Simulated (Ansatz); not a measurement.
The system is Zn.

```
CELL_PARAMETERS angstrom
-1.56904 1.56904 1.56904
1.56904 -1.56904 1.56904
1.56904 1.56904 -1.56904
ATOMIC_POSITIONS crystal
Zn 0.00000 0.00000 0.00000
```

This isn't the form of Zn at room conditions, which is hcp.

- Program: Ansatz 0.2.0
- Task: relaxation of cell and atoms
- Functional: PBEsol
- Dispersion: D3(BJ)
- Potentials or basis: Ansatz PAW
- Cutoff: 420 eV (not typed: the program's choice for these potentials)
- k mesh: 12 × 12 × 12
- Occupations: fermi-dirac, width 0.05 eV
- Spin: no spin polarisation

At the start: volume 15.45 Å³/atom.

Task: How do energy, volume and symmetry change on relaxing?

Result: It ends after 5 steps and the volume is 13.56 Å³/atom (-12.2 %); space group Im-3m (No. 229, to 0.05 Å).

Step by step:
```tsv
step	energy change (eV)	largest force (eV/Å)	volume (Å³)
1	0.0000	0.0000	15.45
2	-0.0574	0.0000	14.03
3	-0.0616	0.0000	13.38
4	-0.0624	0.0000	13.56
5	-0.0613	0.0000	13.56
```

Final structure:
```
Zn
1.0
    -1.50238    1.50238    1.50238
     1.50238   -1.50238    1.50238
     1.50238    1.50238   -1.50238
Zn
1
Direct
  0.00000 0.00000 0.00000
```

Caveat: the plane-wave basis is chosen anew once the cell has moved, so the energies of steps on either side of that aren't comparable; pairwise dispersion overbinds metals, which lowers pressure and volume; the PAW data sets come from PBE, with cores solved anew for the run's functional, which leaves a small shift of forces and pressure.
